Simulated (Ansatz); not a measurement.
A distorted cell of GeO2 (rutile):

```yaml
crystal:
  lattice:
    - [4.56802, 0.00000, 0.00000]
    - [0.00000, 4.56802, 0.00000]
    - [0.00000, 0.00000, 2.87823]
  atoms:
    - { symbol: Ge, position: [0.00000, 0.00000, 0.00000] }
    - { symbol: Ge, position: [0.50000, 0.50000, 0.50000] }
    - { symbol: O, position: [0.30714, 0.30714, 0.00000] }
    - { symbol: O, position: [0.80714, 0.19286, 0.50000] }
    - { symbol: O, position: [0.19286, 0.80714, 0.50000] }
    - { symbol: O, position: [0.69286, 0.69286, 0.00000] }
```

Computed with PBE (plane waves to 420 eV, PAW, scalar-relativistic; Ansatz, a first-principles code). k mesh 8×8×11 (Γ-centred), Fermi-Dirac smearing 0.05 eV. Energies are smeared free energies. Compression counts positive. As the atoms are clamped, bonds stretch with the cell, which overstates energies and stresses. GeO2 was relaxed with its symmetry unable to fall.

Question: What is the stress tensor (GPa)?

Answer: 
```
   -6.1      0.0      0.0
    0.0     -6.1      0.0
    0.0      0.0     -0.6
```
The pressure, a third of the trace, is -4.3 GPa.

Question: It is the relaxed cell deformed to V/V₀ = 1.027, (c/a)/(c/a)₀ = 0.973, c along z, fractional positions held. What is its energy relative to the relaxed cell?

Answer: 6.6 meV/atom.

(Under strain, the slope of the energy per volume gives the stress and its curvature an elastic modulus.)
